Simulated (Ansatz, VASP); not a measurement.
**GaAs: VASP beside Ansatz**

The input INCAR:

```
SYSTEM = GaAs
PREC = Accurate
ENCUT = 520
EDIFF = 1E-7
ISMEAR = -1
SIGMA = 0.05
LREAL = .FALSE.
LASPH = .TRUE.
NELM = 60
ALGO = Fast
ISIF = 2
LWAVE = .FALSE.
LCHARG = .FALSE.
GGA = PE
```

KPOINTS

```
regular mesh
0
G
  8 8 8
  0 0 0
```

The input POSCAR:

```
GaAs
1.0
    0.0000000000      2.8268500000      2.8268500000
    2.8268500000      0.0000000000      2.8268500000
    2.8268500000      2.8268500000      0.0000000000
As Ga
1 1
Direct
    0.7500000000      0.7500000000      0.7500000000
    0.0000000000      0.0000000000      0.0000000000
```

The input input.yaml:

```yaml
crystal:
  lattice:
    - [0.0, 2.82685, 2.82685]
    - [2.82685, 0.0, 2.82685]
    - [2.82685, 2.82685, 0.0]
  atoms:
    - { symbol: As, position: [0.75, 0.75, 0.75] }
    - { symbol: Ga, position: [0.0, 0.0, 0.0] }
hamiltonian:
  xc: pbe
  pseudopotentials: { kind: paw }
kpoints:
  mp_grid: { grid: [8, 8, 8] }
scf:
  occupations: { method: fermi_dirac, width: 0.05 }
output:
  forces: true
  stress: true
  eigenvalues: true
```

Change from the starting cell: strain = 0.0.

Alike in both runs: task single point; functional PBE; k mesh 8 × 8 × 8; occupations fermi-dirac, width 0.05 eV; no spin polarisation.

|  | VASP | Ansatz |
| --- | --- | --- |
| version | VASP 6.6.1 | Ansatz 0.2.0 |
| potentials or method | VASP PAW PBE potentials, release 64 (As, Ga_d) | Ansatz PAW |
| plane-wave cutoff (eV) | 520 | 420 |
| valence electrons in the cell | 18 | 28 |

Ansatz gave:

| Item | Value |
| --- | --- |
| gap on the k mesh at the Fermi level (eV) | 0.52 |
| least direct gap on the mesh (eV) | 0.52 |
| pressure (GPa) | 3.3 |

**Question.** Which values does VASP return?

**Answer.** gap on the k mesh at the Fermi level (eV): 0.52; least direct gap on the mesh (eV): 0.52; pressure (GPa): 3.5.

The functional is the same, so the differences come from potentials, cutoffs and numerics. The two sets of potentials don't hold the same shells in valence.

A k mesh can miss the band edges.
